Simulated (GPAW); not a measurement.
# CdS (Greenockite) (P6_3mc) in GPAW: a series of runs

Aim: see how the results for CdS (Greenockite) move with the level of theory and the settings. Levels: PBE, revPBE, AM05. Tasks: band structure.

Program: GPAW 26.7.0. These are calculated values, not measurements. Logs are shortened: lines on timing, memory, paths and dates and some standing lists are left out, and cuts for length are marked. The log counts tension as positive stress, the text compression.

**The experiment to reproduce.**

“Isotope dependence of band-gap energy”, 2008, arxiv:0807.2152 quotes, for a bulk crystal of CdS: band gap 2.5809 ± 0.0002 eV.

The runs below are set against these values where they give the same quantity.

## 1. The structure

The structure is hexagonal, space group P6_3mc (No. 186). The conventional cell has a = 4.150 Å, b = 4.150 Å, c = 6.737 Å, α = 90.00°, β = 90.00°, γ = 120.00°. Cd (site symmetry 3m) has 4 S at 2.53 to 2.54 Å as nearest neighbours. S (site symmetry 3m) has 4 Cd at 2.53 to 2.54 Å as nearest neighbours.

## 2. Band structure, PBE

File run.py:

```python
from ase.dft.bandgap import bandgap
from ase.io import read, write
from ase.units import GPa
from gpaw import GPAW, PW

atoms = read('POSCAR')

calc = GPAW(mode=PW(600),
            xc='PBE',
            kpts={'size': (6, 6, 3), 'gamma': True},
            occupations={'name': 'fermi-dirac', 'width': 0.05},
            nbands=31,
            convergence={'density': 1e-05, 'energy': 1e-05},
            maxiter=150,
            txt='gpaw.txt')
atoms.calc = calc
energy = atoms.get_potential_energy()
forces = atoms.get_forces()
stress = atoms.get_stress()
calc.write('gs.gpw')
write('result.traj', atoms)
print(f'Energy: {energy:.6f} eV')
print('Forces (eV/A):')
print(forces.round(4))
print('Stress (GPa):', (stress / GPa).round(3))
print('Fermi level:', round(calc.get_fermi_level(), 4), 'eV')
print(f'Gap: {bandgap(calc)[0]:.4f} eV, direct: {bandgap(calc, direct=True)[0]:.4f} eV')

path = atoms.cell.bandpath('GMKGALHA,LM,KH', npoints=100, eps=1e-4)
bs_calc = calc.fixed_density(kpts=path, symmetry='off', nbands=51,
                             convergence={'bands': 'CBM+6.0', 'eigenstates': 1e-6}, txt='bands.txt')
bs = bs_calc.band_structure()
bs.write('bs.json')
print(f'Gap on the path: {bandgap(bs_calc)[0]:.4f} eV')
```

File POSCAR:

```
CdS
1.0
    4.1500000000      0.0000000000      0.0000000000
   -2.0750000000      3.5940054257      0.0000000000
    0.0000000000      0.0000000000      6.7370000000
Cd S
2 2
Direct
    0.6666666667      0.3333333333      0.5000000000
    0.3333333333      0.6666666667      0.0000000000
    0.6666666667      0.3333333333      0.8750000000
    0.3333333333      0.6666666667      0.3750000000
```

Potentials or basis: GPAW PAW data sets (gpaw-data 1.2.1), pw.

On the command line:

```bash
$ OMP_NUM_THREADS=1 python run.py
```

gpaw.txt:

```text
__  _  _
 | _ |_)|_||  |
 |__||  | ||/\| - 26.7.0

Input parameters:
  mode=PW(ecut=600.0),
  convergence={'density': 1e-05, 'energy': 1e-05},
  kpts=MonkhorstPack(size=(6, 6, 3), gamma=True),
  maxiter=150,
  nbands=31,
  occupations=Occupations(name='fermi-dirac', width=0.05),
  xc=XC(name='PBE')

Diagonalizing LCAO Hamiltonian
Converting LCAO to pw mode

            S

            Cd
        S

        Cd

Atoms  # Å, Bohr magnetons
|   | symbol |         x |        y |        z |    initial magnetic moments |
|---|--------|-----------|----------|----------|-----------------------------|
| 0 |     Cd |  2.075000 | 1.198002 | 3.368500 | ( 0.0000,  0.0000,  0.0000) |
| 1 |     Cd | -0.000000 | 2.396004 | 0.000000 | ( 0.0000,  0.0000,  0.0000) |
| 2 |      S |  2.075000 | 1.198002 | 5.894875 | ( 0.0000,  0.0000,  0.0000) |
| 3 |      S | -0.000000 | 2.396004 | 2.526375 | ( 0.0000,  0.0000,  0.0000) |

Unit cell  # Å
| periodic |         x |        y |        z |  lengths |     angles |
|----------|-----------|----------|----------|----------|------------|
|      yes |  4.150000 | 0.000000 | 0.000000 | 4.150000 |  90.000000 |
|      yes | -2.075000 | 3.594005 | 0.000000 | 4.150000 |  90.000000 |
|      yes |  0.000000 | 0.000000 | 6.737000 | 6.737000 | 120.000000 |

Number of symmetries: 6
Symmetry operations  # r_c * U_cc + t_c -> r_c
|   | kind |            matrix            |
|---|------|------------------------------|
| 0 |  σ   |  1, 1, 0,  0,-1, 0,  0, 0, 1 |
| 1 |  E   |  1, 0, 0,  0, 1, 0,  0, 0, 1 |
| 2 |  C3  |  0, 1, 0, -1,-1, 0,  0, 0, 1 |
| 3 |  σ   |  0,-1, 0, -1, 0, 0,  0, 0, 1 |
| 4 |  σ   | -1, 0, 0,  1, 1, 0,  0, 0, 1 |
| 5 |  C3  | -1,-1, 0,  1, 0, 0,  0, 0, 1 |

BZ-sampling:
  Number of BZ points: 108
  Number of IBZ points: 17

  Monkhorst-Pack size: [6, 6, 3]
  Monkhorst-Pack shift: [0.08333333333333333, 0.08333333333333333, 0.0]

K-points  # in reciprocal-cell coordinates
|     |                                coordinates |     weight |
|-----|--------------------------------------------|------------|
|   0 | (  0.00000000,   0.00000000,   0.00000000) | 0.00925926 |
|   1 | (  0.00000000,   0.00000000,   0.33333333) | 0.01851852 |
|   2 | (  0.16666667,   0.00000000,  -0.33333333) | 0.05555556 |
|   3 | (  0.16666667,   0.00000000,   0.00000000) | 0.05555556 |
|   4 | (  0.16666667,   0.00000000,   0.33333333) | 0.05555556 |
|   5 | (  0.33333333,  -0.16666667,   0.00000000) | 0.05555556 |
|   6 | (  0.33333333,  -0.16666667,   0.33333333) | 0.11111111 |
|   7 | (  0.33333333,   0.00000000,  -0.33333333) | 0.05555556 |
|   8 | (  0.33333333,   0.00000000,   0.00000000) | 0.05555556 |
|   9 | (  0.33333333,   0.00000000,   0.33333333) | 0.05555556 |
| ... |                                            |            |
|  16 | (  0.50000000,   0.50000000,   0.33333333) | 0.05555556 |

Plane wave coefficients: 3378
Cutoff: 600.0 eV

Spin-components: 1 (collinear spins)
Bands:           31
Projectors:      22
Spin-degeneracy: 2
Datatype:        complex128

Parallelization:
  kpt:    1
  domain: 1
  band:   1

Density:
  Valence electrons: 36.0
  Components: 1
  Grid points: [24 24 40]
  Charge: 0.0  # |e|

Potential:
  Grid points: [24 24 40]

species:
  Cd:
    name:    Cadmium
    Z:       48.0
    valence: 12
    core:    36
    charge:  0.0  # [|e|]
    compensation charges:
      type: gauss
      rc: 0.38  # [Å]
      lmax: 2
    cutoffs:
      filter: 2.12  # [Å]
      core: 2.62  # [Å]
    projectors
    | kind |    occ | energy [eV] | rcut [Å] |
    |------|--------|-------------|----------|
    |   5s |  2.000 |      -5.655 |    1.191 |
    |   5p |  0.000 |      -1.186 |    1.228 |
    |   4d | 10.000 |     -11.739 |    1.164 |
    |    s |        |      21.556 |    1.191 |
    |    p |        |      26.026 |    1.228 |
    |    d |        |      15.473 |    1.164 |

    Using partial waves for Cd as LCAO basis

  S:
    name:    Sulfur
    Z:       16.0
    valence: 6
    core:    10
    charge:  0.0  # [|e|]
    compensation charges:
      type: gauss
      rc: 0.24  # [Å]
      lmax: 2
    cutoffs:
      filter: 1.77  # [Å]
      core: 1.66  # [Å]
    projectors
    | kind |    occ | energy [eV] | rcut [Å] |
    |------|--------|-------------|----------|
    |   3s |  2.000 |     -17.254 |    0.974 |
    |   3p |  4.000 |      -7.008 |    0.979 |
    |    s |        |       9.957 |    0.974 |
    |    p |        |      20.203 |    0.979 |
    |    d |        |       0.000 |    0.900 |

    Using partial waves for S as LCAO basis

Reference energy: -326061.476468  # eV

eigensolver:
  PPCG
  Converge bands: occupied
  niter=2

density mixing:
  MSR1-Mixer
  Pratt-step length: 0.05
  Maximum mixing coefficient: 0.75
  Old densities: 10
  SVD Regularization: 0.005
  Good broyden scale: 1.0
  Trust region scale: 1.0
  Backstep threshold: 4.0
  History deletion threshold: 6.0
  Fourier metric: weight=20.0, sigma=0.015

occupation numbers:
  Fermi-Dirac:
    width: 0.0500  # eV

poisson solver:
  ecut: 4800.0  # eV

xc functional:
  name: PBE with 2 nearest neighbor stencil

convergence criteria:
- Maximum integral of absolute [dens]ity change: 1e-05 electrons / valence electron
- Maximum [total energy] change in last 3 cyles: 1e-05 eV / valence electron
- Maximum integral of absolute [eigenst]ate change: 4e-08 eV^2 / valence electron
maximum number of iterations: 150

SCF iterations
|iter     | |      energy | eigst |  dens |
|---------|-|-------------|-------|-------|
|iter:   1| |  -13.696068 | -0.40 |       |
|iter:   2| |  -13.470366 | -2.11 | -1.12 |
|iter:   3| |  -12.681007 | -1.37 | -1.16 |
|iter:   4| |  -12.676983 | -3.22 | -1.73 |
|iter:   5| |  -12.676229 | -3.62 | -2.16 |
|iter:   6| |  -12.676333 | -4.97 | -2.87 |
|iter:   7| |  -12.676347c| -6.16 | -3.48 |
|iter:   8| |  -12.676346c| -7.03 | -4.14 |
|iter:   9| |  -12.676346c| -7.75c| -4.80 |
|iter:  10| |  -12.676346c| -8.25c| -5.28c|

Converged in 10 steps
Energy contributions relative to reference atoms: (reference = -326061.476468)

Energy contributions:
  Kinetic:          37.035972
  Coulomb:         -33.561254
  Zero:              0.289679
  External:          0.000000
  Xc:              -16.440742
  Entropy:          -0.000000
  Spinorbit:         0.000000
  ----------------------------
  Free energy:     -12.676347
  Extrapolated:    -12.676346

dipole moment: (-0.000001, -0.000021, -18.994000)  # |e|*Ang

Fermi level: 4.077
Eigenvalues  # (at kpt = [0.000, 0.000, 0.000])
| band index |      eig [eV] | occ [0-2] |
|------------|---------------|-----------|
|          0 |        -8.849 |     2.000 |
|        ... |               |           |
|         10 |        -3.654 |     2.000 |
|         11 |        -3.320 |     2.000 |
|         12 |        -0.882 |     2.000 |
|         13 |         2.700 |     2.000 |
|         14 |         2.700 |     2.000 |
|         15 |         3.421 |     2.000 |
|         16 |         3.465 |     2.000 |
|         17 |         3.465 |     2.000 |
|         18 |         4.641 |     0.000 |
|         19 |         6.238 |     0.000 |
|         20 |         9.889 |     0.000 |
|         21 |         9.889 |     0.000 |
|         22 |        10.216 |     0.000 |
|         23 |        10.994 |     0.000 |
|         24 |        10.994 |     0.000 |
|         25 |        11.130 |     0.000 |
|        ... |               |           |
|         30 |        14.987 |     0.000 |

Gap: 1.177 eV
Transition (v -> c):
  (s=0, k=0, n=17, [0.00, 0.00, 0.00]) -> (s=0, k=0, n=18, [0.00, 0.00, 0.00])
No difference between direct/indirect transitions

Forces  # eV/Ang
|        x |       y |        z |
|----------|---------|----------|
| -0.00000 | 0.00000 | -0.06661 |  # Cd   0
|  0.00000 | 0.00000 | -0.06693 |  # Cd   1
| -0.00000 | 0.00000 |  0.06664 |  # S    2
|  0.00000 | 0.00000 |  0.06674 |  # S    3

Stress tensor  # eV/Ang^3
|         x |         y |         z |
|-----------|-----------|-----------|
| -0.010080 |  0.000000 |  0.000000 |
| -0.000000 | -0.010080 | -0.000000 |
|  0.000000 | -0.000000 | -0.014059 |

# Writing to gs.gpw (mode='')
```

It took 3.2 min on 1 thread of Arm Neoverse V2, shared host; peak memory 0.59 GiB.

Results:

- Free energy: -12.6763 eV
- Pressure: 1.8 GPa
- Largest force: 0.067 eV/Å
- Band gap on the k mesh: 1.18 eV, direct
- Band gap along the path: 1.18 eV, direct

Forces in eV/Å, atoms in the order of the input:
```
Cd   0.000  0.000 -0.067
Cd   0.000  0.000 -0.067
S    0.000  0.000  0.067
S    0.000  0.000  0.067
```

Stress tensor (GPa, compression positive):
```
1.62 0.00 0.00
0.00 1.62 0.00
0.00 0.00 2.25
```

Levels at the corners of the path, in eV from the valence-band top:
| point | band 14 | band 15 | band 16 | band 17 | band 18 | band 19 | band 20 | band 21 | band 22 | band 23 |
| --- | --- | --- | --- | --- | --- | --- | --- | --- | --- | --- |
| Γ | -0.76 | -0.76 | -0.04 | 0.00 | 0.00 | 1.18 | 2.77 | 6.42 | 6.42 | 6.75 |
| M | -3.48 | -2.63 | -1.86 | -1.29 | -0.73 | 3.69 | 3.88 | 5.10 | 6.35 | 6.96 |
| K | -3.65 | -3.06 | -1.84 | -1.84 | -1.60 | 4.64 | 5.05 | 5.05 | 7.14 | 7.40 |
| Γ | -0.76 | -0.76 | -0.04 | 0.00 | 0.00 | 1.18 | 2.77 | 6.42 | 6.42 | 6.75 |
| A | -2.45 | -0.40 | -0.40 | -0.40 | -0.40 | 2.82 | 2.82 | 6.15 | 6.15 | 6.78 |
| L | -4.09 | -1.33 | -1.33 | -1.32 | -1.32 | 3.46 | 3.46 | 5.37 | 5.37 | 7.86 |
| H | -3.98 | -2.39 | -2.39 | -1.12 | -1.12 | 4.37 | 4.37 | 6.08 | 6.08 | 6.44 |
| A | -2.45 | -0.40 | -0.40 | -0.40 | -0.40 | 2.82 | 2.82 | 6.15 | 6.15 | 6.78 |
| L | -4.09 | -1.33 | -1.33 | -1.32 | -1.32 | 3.46 | 3.46 | 5.37 | 5.37 | 7.86 |
| M | -3.48 | -2.63 | -1.86 | -1.29 | -0.73 | 3.69 | 3.88 | 5.10 | 6.35 | 6.96 |
| K | -3.65 | -3.06 | -1.84 | -1.84 | -1.60 | 4.64 | 5.05 | 5.05 | 7.14 | 7.40 |
| H | -3.98 | -2.39 | -2.39 | -1.12 | -1.12 | 4.37 | 4.37 | 6.08 | 6.08 | 6.44 |

## 3. Band structure, revPBE

run.py: that of step 2 with these lines changed.

```diff
@@ -8,3 +8,3 @@
 calc = GPAW(mode=PW(600),
-            xc='PBE',
+            xc='revPBE',
             kpts={'size': (6, 6, 3), 'gamma': True},
```

POSCAR is that of step 2.

Potentials or basis: the program's PAW data sets (release 1.2.1) made for this functional, pw.

On the command line:

```bash
$ OMP_NUM_THREADS=1 python run.py
```

gpaw.txt:

```text
__  _  _
 | _ |_)|_||  |
 |__||  | ||/\| - 26.7.0

Input parameters:
  mode=PW(ecut=600.0),
  convergence={'density': 1e-05, 'energy': 1e-05},
  kpts=MonkhorstPack(size=(6, 6, 3), gamma=True),
  maxiter=150,
  nbands=31,
  occupations=Occupations(name='fermi-dirac', width=0.05),
  xc=XC(name='revPBE')

Diagonalizing LCAO Hamiltonian
Converting LCAO to pw mode

            S

            Cd
        S

        Cd

Atoms  # Å, Bohr magnetons
|   | symbol |         x |        y |        z |    initial magnetic moments |
|---|--------|-----------|----------|----------|-----------------------------|
| 0 |     Cd |  2.075000 | 1.198002 | 3.368500 | ( 0.0000,  0.0000,  0.0000) |
| 1 |     Cd | -0.000000 | 2.396004 | 0.000000 | ( 0.0000,  0.0000,  0.0000) |
| 2 |      S |  2.075000 | 1.198002 | 5.894875 | ( 0.0000,  0.0000,  0.0000) |
| 3 |      S | -0.000000 | 2.396004 | 2.526375 | ( 0.0000,  0.0000,  0.0000) |

Unit cell  # Å
[... 165 lines left out ...]
Energy contributions:
  Kinetic:          40.804065
  Coulomb:         -36.888434
  Zero:              0.306354
  External:          0.000000
  Xc:              -15.724919
  Entropy:          -0.000000
  Spinorbit:         0.000000
  ----------------------------
  Free energy:     -11.502934
  Extrapolated:    -11.502933

dipole moment: (0.000006, -0.000025, -18.974863)  # |e|*Ang

Fermi level: 4.233
Eigenvalues  # (at kpt = [0.000, 0.000, 0.000])
| band index |      eig [eV] | occ [0-2] |
|------------|---------------|-----------|
|          0 |        -8.744 |     2.000 |
|        ... |               |           |
|         10 |        -3.570 |     2.000 |
|         11 |        -3.232 |     2.000 |
|         12 |        -0.749 |     2.000 |
|         13 |         2.792 |     2.000 |
|         14 |         2.792 |     2.000 |
|         15 |         3.510 |     2.000 |
[... 8 lines left out ...]
|         24 |        11.138 |     0.000 |
|         25 |        11.385 |     0.000 |
|        ... |               |           |
|         30 |        15.146 |     0.000 |

Gap: 1.315 eV
Transition (v -> c):
  (s=0, k=0, n=17, [0.00, 0.00, 0.00]) -> (s=0, k=0, n=18, [0.00, 0.00, 0.00])
No difference between direct/indirect transitions

Forces  # eV/Ang
|        x |       y |        z |
|----------|---------|----------|
| -0.00000 | 0.00000 | -0.06862 |  # Cd   0
|  0.00000 | 0.00000 | -0.06889 |  # Cd   1
| -0.00000 | 0.00000 |  0.06843 |  # S    2
|  0.00000 | 0.00000 |  0.06888 |  # S    3

Stress tensor  # eV/Ang^3
|         x |         y |         z |
|-----------|-----------|-----------|
| -0.020176 | -0.000000 |  0.000000 |
| -0.000000 | -0.020176 |  0.000000 |
|  0.000000 |  0.000000 | -0.024204 |

# Writing to gs.gpw (mode='')
```

Run time: 3.3 min. Hardware: 1 thread of Arm Neoverse V2, shared host; peak memory 0.58 GiB.

What came out:

```yaml
Free_energy: -11.5029 eV
Pressure: 3.4 GPa
Largest_force: 0.069 eV/Å
Band_gap_on_the_k_mesh: 1.32 eV, direct
Band_gap_along_the_path: 1.32 eV, direct
```

Forces in eV/Å, atoms in the order of the input:
```
Cd   0.000  0.000 -0.069
Cd   0.000  0.000 -0.069
S    0.000  0.000  0.068
S    0.000  0.000  0.069
```

Stress tensor (GPa, compression positive):
```
3.23 0.00 0.00
0.00 3.23 0.00
0.00 0.00 3.88
```

Levels at the corners of the path, in eV from the valence-band top:
| point | band 14 | band 15 | band 16 | band 17 | band 18 | band 19 | band 20 | band 21 | band 22 | band 23 |
| --- | --- | --- | --- | --- | --- | --- | --- | --- | --- | --- |
| Γ | -0.76 | -0.76 | -0.04 | 0.00 | 0.00 | 1.32 | 2.88 | 6.49 | 6.49 | 6.82 |
| M | -3.44 | -2.60 | -1.85 | -1.27 | -0.73 | 3.77 | 3.98 | 5.22 | 6.46 | 7.03 |
| K | -3.61 | -3.01 | -1.82 | -1.82 | -1.58 | 4.79 | 5.11 | 5.11 | 7.31 | 7.49 |
| Γ | -0.76 | -0.76 | -0.04 | 0.00 | 0.00 | 1.32 | 2.88 | 6.49 | 6.49 | 6.82 |
| A | -2.42 | -0.39 | -0.39 | -0.39 | -0.39 | 2.93 | 2.93 | 6.27 | 6.27 | 6.84 |
| L | -4.05 | -1.32 | -1.32 | -1.31 | -1.31 | 3.58 | 3.58 | 5.46 | 5.46 | 8.01 |
| H | -3.94 | -2.35 | -2.35 | -1.11 | -1.11 | 4.45 | 4.45 | 6.23 | 6.23 | 6.52 |
| A | -2.42 | -0.39 | -0.39 | -0.39 | -0.39 | 2.93 | 2.93 | 6.27 | 6.27 | 6.84 |
| L | -4.05 | -1.32 | -1.32 | -1.31 | -1.31 | 3.58 | 3.58 | 5.46 | 5.46 | 8.01 |
| M | -3.44 | -2.60 | -1.85 | -1.27 | -0.73 | 3.77 | 3.98 | 5.22 | 6.46 | 7.03 |
| K | -3.61 | -3.01 | -1.82 | -1.82 | -1.58 | 4.79 | 5.11 | 5.11 | 7.31 | 7.49 |
| H | -3.94 | -2.35 | -2.35 | -1.11 | -1.11 | 4.45 | 4.45 | 6.23 | 6.23 | 6.52 |

## 4. Band structure, AM05

run.py: that of step 3 with these lines changed.

```diff
@@ -3,3 +3,5 @@
 from ase.units import GPa
-from gpaw import GPAW, PW
+from gpaw import GPAW, PW, setup_paths
+
+setup_paths.insert(0, '.')
 
@@ -8,3 +10,3 @@
 calc = GPAW(mode=PW(600),
-            xc='revPBE',
+            xc='AM05',
             kpts={'size': (6, 6, 3), 'gamma': True},
```

POSCAR is that of step 3.

Potentials or basis: PAW data sets generated in the run's folder for this functional, pw.

On the command line:

```bash
$ gpaw-setup -f AM05 Cd S
$ OMP_NUM_THREADS=1 python run.py
```

Wall time 3.3 min (1 thread of Arm Neoverse V2, shared host); peak memory 0.59 GiB.

It converged, with:

| Item | Value |
| --- | --- |
| Free energy | -13.0843 eV |
| Pressure | -0.7 GPa |
| Largest force | 0.064 eV/Å |
| Band gap on the k mesh | 1.16 eV, direct |
| Band gap along the path | 1.16 eV, direct |

Forces in eV/Å, atoms in the order of the input:
```
Cd   0.000  0.000 -0.064
Cd   0.000  0.000 -0.064
S    0.000  0.000  0.064
S    0.000  0.000  0.064
```

Stress tensor (GPa, compression positive):
```
-0.84  0.00  0.00
 0.00 -0.84  0.00
 0.00  0.00 -0.28
```

Levels at the corners of the path, in eV from the valence-band top:
```tsv
point	band 14	band 15	band 16	band 17	band 18	band 19	band 20	band 21	band 22	band 23
Γ	-0.77	-0.77	-0.04	0.00	0.00	1.16	2.73	6.36	6.36	6.69
M	-3.51	-2.65	-1.88	-1.30	-0.74	3.65	3.84	5.10	6.34	6.92
K	-3.69	-3.07	-1.85	-1.85	-1.61	4.64	5.01	5.01	7.17	7.37
Γ	-0.77	-0.77	-0.04	0.00	0.00	1.16	2.73	6.36	6.36	6.69
A	-2.47	-0.40	-0.40	-0.40	-0.40	2.79	2.79	6.13	6.13	6.72
L	-4.13	-1.34	-1.34	-1.33	-1.33	3.44	3.44	5.33	5.33	7.86
H	-4.02	-2.40	-2.40	-1.13	-1.13	4.32	4.32	6.09	6.09	6.40
A	-2.47	-0.40	-0.40	-0.40	-0.40	2.79	2.79	6.13	6.13	6.72
L	-4.13	-1.34	-1.34	-1.33	-1.33	3.44	3.44	5.33	5.33	7.86
M	-3.51	-2.65	-1.88	-1.30	-0.74	3.65	3.84	5.10	6.34	6.92
K	-3.69	-3.07	-1.85	-1.85	-1.61	4.64	5.01	5.01	7.17	7.37
H	-4.02	-2.40	-2.40	-1.13	-1.13	4.32	4.32	6.09	6.09	6.40
```

## 5. Overview

| level | potentials or basis | gap on the mesh (eV) | pressure (GPa) | largest force (eV/Å) |
| --- | --- | --- | --- | --- |
| PBE | GPAW PAW data sets (gpaw-data 1.2.1), pw | 1.18 | 1.8 | 0.07 |
| revPBE | the program's PAW data sets (release 1.2.1) made for this functional, pw | 1.32 | 3.4 | 0.07 |
| AM05 | PAW data sets generated in the run's folder for this functional, pw | 1.16 | -0.7 | 0.06 |

Alike in all rows: task band structure; no spin polarisation; cell as given; k mesh 6 × 6 × 3; cutoff (eV) 600; smearing fermi-dirac 0.05 eV.

Absolute energies hang on the potentials; compare differences alone.

## 6. Against experiment

Step 2. A measured gap of CdS is 2.5809 eV (quoted in “Isotope dependence of band-gap energy”, 2008, arxiv:0807.2152); the calculated 1.18 eV misses it by -1.40 eV. So large a miss can be the level of theory's own, or it may mean another phase, state or a wrong row. Spin-orbit coupling on Cd is left out. The value is that of PBE, without temperature or zero-point motion. Semilocal functionals fall short of measured gaps as a rule.

Step 3. Measured gap of CdS: 2.5809 eV (quoted in “Isotope dependence of band-gap energy”, 2008, arxiv:0807.2152). This calculation gives 1.32 eV (-1.27 eV). Spin-orbit coupling on Cd is left out. The value is that of revPBE, without temperature or zero-point motion. Semilocal functionals fall short of measured gaps as a rule.

Step 4. Measured gap of CdS: 2.5809 eV (quoted in “Isotope dependence of band-gap energy”, 2008, arxiv:0807.2152). This calculation gives 1.16 eV (-1.42 eV). So large a miss can be the level of theory's own, or it may mean another phase, state or a wrong row. Spin-orbit coupling on Cd is left out. The value is that of AM05, without temperature or zero-point motion. Semilocal functionals fall short of measured gaps as a rule.
